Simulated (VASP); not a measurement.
# Te2Pt (Moncheite) (P-3m1) in VASP: a series of runs, part 3 of 3

VASP 6.6.1.

## 7. Density of states, PBE

Contents of POSCAR:

```
Te2Pt                                   
1.0
    4.0505954752     -0.0000000000      0.0000000000
   -2.0252977376      3.5079185821     -0.0000000000
    0.0000000000      0.0000000000      5.0784468825
  Te              Pt            
     2     1
Direct
     0.3333333332999970    0.6666666667000030    0.2677311645171889
     0.6666666667000030    0.3333333332999970    0.7322688354828112
     0.0000000000000000    0.0000000000000000    0.0000000000000000
```

Contents of INCAR.step1:

```
  ALGO = Fast
  EDIFF = 1E-7
  ENCUT = 520
  GGA = PE
  ISIF = 2
  ISMEAR = 1
  KPAR = 4
  LASPH = T
  LCHARG = T
  LMAXMIX = 4
  LREAL = F
  LWAVE = F
  NELM = 80
  PREC = Accurate
  SIGMA = 0.1
```

Contents of KPOINTS.step1:

```
k-points
0
Gamma
  12 12 7
```

Contents of INCAR.step2:

```
  ALGO = Fast
  EDIFF = 1E-7
  ENCUT = 520
  GGA = PE
  ICHARG = 11
  ISIF = 2
  ISMEAR = -5
  KPAR = 4
  LASPH = T
  LCHARG = F
  LMAXMIX = 4
  LORBIT = 11
  LREAL = F
  LWAVE = F
  NEDOS = 2001
  NELM = 80
  PREC = Accurate
  SIGMA = 0.1
```

Contents of KPOINTS.step2:

```
k-points
0
Gamma
  18 18 11
```

Potentials or basis: VASP PAW PBE potentials, release 64 (Te, Pt).

On the command line:

```
cat potpaw_PBE.64/Te/POTCAR potpaw_PBE.64/Pt/POTCAR > POTCAR
cp INCAR.step1 INCAR
cp KPOINTS.step1 KPOINTS
mpirun -np 4 vasp_std > vasp.out
cp INCAR.step2 INCAR
cp KPOINTS.step2 KPOINTS
mpirun -np 4 vasp_std > vasp.out
```

OUTCAR:

```text
EDIFF = 1E-7
   ENCUT = 520
   GGA = PE
   ICHARG = 11
   ISIF = 2
   ISMEAR = -5
   LASPH = T
   LORBIT = 11
   LREAL = F
   NELM = 80
   PREC = Accurate

 ion  position               nearest neighbor table
   1  0.333  0.667  0.268-   3 2.71   3 2.71   3 2.71   2 3.32   2 3.32   2 3.32   2 3.59   2 3.59
                             2 3.59
   2  0.667  0.333  0.732-   3 2.71   3 2.71   3 2.71   1 3.32   1 3.32   1 3.32   1 3.59   1 3.59
                             1 3.59
   3  0.000  0.000  0.000-   1 2.71   2 2.71   2 2.71   1 2.71   2 2.71   1 2.71

  LATTYP: Found a hexagonal cell.
 ALAT       =     4.0505954752
 C/A-ratio  =     1.2537531614
[... 633 lines left out ...]
  Total        1.6841876      1.6841876      1.6757056      0.0000000      0.0000000      0.0000000
  in kB       37.3939857     37.3939857     37.2056597      0.0000000      0.0000000      0.0000000
  external PRESSURE =      37.3312103 kB  Pullay stress =       0.0000000 kB

 VOLUME and BASIS-vectors are now :
 -----------------------------------------------------------------------------
  energy-cutoff  :      520.00
  volume of cell :       72.16
      direct lattice vectors                 reciprocal lattice vectors
     4.050595475  0.000000000  0.000000000     0.246877282  0.142534665  0.000000000
    -2.025297738  3.507918582  0.000000000     0.000000000  0.285069330  0.000000000
     0.000000000  0.000000000  5.078446882     0.000000000  0.000000000  0.196910596

 POSITION                                       TOTAL-FORCE (eV/Angst)
 -----------------------------------------------------------------------------------
     -0.00000      2.33861      1.35966        -0.000000      0.000000     -0.060622
      2.02530      1.16931      3.71879         0.000000     -0.000000      0.060622
      0.00000      0.00000      0.00000        -0.000000      0.000000      0.000000
 -----------------------------------------------------------------------------------
    total drift:                                0.000000     -0.000000     -0.000000

  FREE ENERGIE OF THE ION-ELECTRON SYSTEM (eV)
  ---------------------------------------------------
  free  energy   TOTEN  =       -13.5110604290 eV

  energy  without entropy=      -13.5110604290  energy(sigma->0) =      -13.51106043

 total charge

# of ion       s       p       d       tot
------------------------------------------
    1        1.398   1.858   0.075   3.331
    2        1.398   1.858   0.075   3.331
    3        0.671   0.620   8.093   9.385
--------------------------------------------------
tot          3.467   4.337   8.243  16.047
```

It took 54 s on 4 MPI ranks of AMD EPYC 9R45 (Zen 5), shared host; peak memory 0.47 GiB.

Results:

- Valence electrons inside the program's atomic spheres: Te 3.33; Pt 9.38

Levels at points of the mesh, in eV from the Fermi level:
```
           k point  band 8  band 9  band 10  band 11  band 12  band 13  band 14  band 15
(0.00, 0.00, 0.00)   -2.66   -0.49    -0.49     0.75     0.75     1.61     2.59     4.19
(0.50, 0.00, 0.00)   -3.41   -3.36    -3.23    -2.88     0.07     2.67     3.98     5.46
```

States per cell in windows of 1 eV (zero at the Fermi level; states under -8 eV left out):
| from (eV) | total | Pt3_d | Te1_p | Te2_p | Pt3_s | Pt3_p | Te1_d |
| --- | --- | --- | --- | --- | --- | --- | --- |
| -8.0 | 0.07 | 0.01 | 0.01 | 0.01 | 0.01 | 0.00 | 0.00 |
| -7.0 | 1.92 | 0.38 | 0.25 | 0.25 | 0.20 | 0.03 | 0.00 |
| -6.0 | 3.47 | 1.51 | 0.38 | 0.38 | 0.09 | 0.06 | 0.01 |
| -5.0 | 2.97 | 1.57 | 0.23 | 0.23 | 0.08 | 0.05 | 0.01 |
| -4.0 | 4.12 | 2.83 | 0.18 | 0.18 | 0.10 | 0.06 | 0.02 |
| -3.0 | 2.55 | 1.04 | 0.29 | 0.29 | 0.04 | 0.14 | 0.01 |
| -2.0 | 2.04 | 0.46 | 0.35 | 0.35 | 0.02 | 0.15 | 0.01 |
| -1.0 | 0.83 | 0.15 | 0.15 | 0.15 | 0.01 | 0.06 | 0.01 |
| 0.0 | 1.60 | 0.47 | 0.24 | 0.24 | 0.02 | 0.04 | 0.02 |
| 1.0 | 1.69 | 0.39 | 0.32 | 0.32 | 0.03 | 0.04 | 0.02 |
| 2.0 | 0.78 | 0.16 | 0.17 | 0.17 | 0.02 | 0.01 | 0.01 |
| 3.0 | 1.17 | 0.08 | 0.10 | 0.10 | 0.21 | 0.04 | 0.06 |
| 4.0 | 1.58 | 0.08 | 0.12 | 0.12 | 0.19 | 0.08 | 0.08 |
| 5.0 | 1.09 | 0.07 | 0.06 | 0.06 | 0.05 | 0.04 | 0.07 |
| 6.0 | 0.11 | 0.01 | 0.01 | 0.01 | 0.00 | 0.00 | 0.01 |

Caveat: tetrahedron occupations give inexact forces and stress in metals. Spin-orbit coupling is left out, which matters for the levels of Pt, Te.

## 8. Summary

| task | level | potentials or basis | spin | k mesh | smearing | k mesh for the DOS | occupations for the DOS | pressure (GPa) | largest force (eV/Å) |
| --- | --- | --- | --- | --- | --- | --- | --- | --- | --- |
| optical spectrum | PBE | VASP PAW PBE potentials, release 64 (Te, Pt) | off | 18 × 18 × 11 | gaussian 0.05 eV | - | - | 3.8 | 0.04 |
| optical spectrum | PBE | VASP PAW PBE potentials, release 64 (Te, Pt) | SOC, no magnetisation | 15 × 15 × 9 | gaussian 0.05 eV | - | - | 4.0 | 0.04 |
| band structure | PBE | VASP PAW PBE potentials, release 64 (Te, Pt) | off | 12 × 12 × 7 | methfessel-paxton 0.1 eV | - | - | 3.8 | 0.02 |
| band structure | LDA | VASP PAW LDA potentials, release 64 (Te, Pt) | off | 12 × 12 × 7 | methfessel-paxton 0.1 eV | - | - | -2.4 | 0.30 |
| band structure | PBE | VASP PAW PBE potentials, release 64 (Te, Pt) | SOC, no magnetisation | 12 × 12 × 7 | methfessel-paxton 0.1 eV | - | - | 4.1 | 0.01 |
| density of states | PBE | VASP PAW PBE potentials, release 64 (Te, Pt) | off | 12 × 12 × 7 | methfessel-paxton 0.1 eV | 18 × 18 × 11 | tetrahedron | - | - |

Alike in all rows: cell as given; cutoff (eV) 520.

Caveats: independent-particle spectra lack excitons (some runs); spin-orbit coupling is left out, which moves the levels of the heavy elements (some runs); the intraband (Drude) part of a metal's response may be missing (some runs); tetrahedron occupations give inexact forces and stress in metals (some runs).

Total energies depend on the potentials used, so only differences within one code and one set of settings carry meaning.
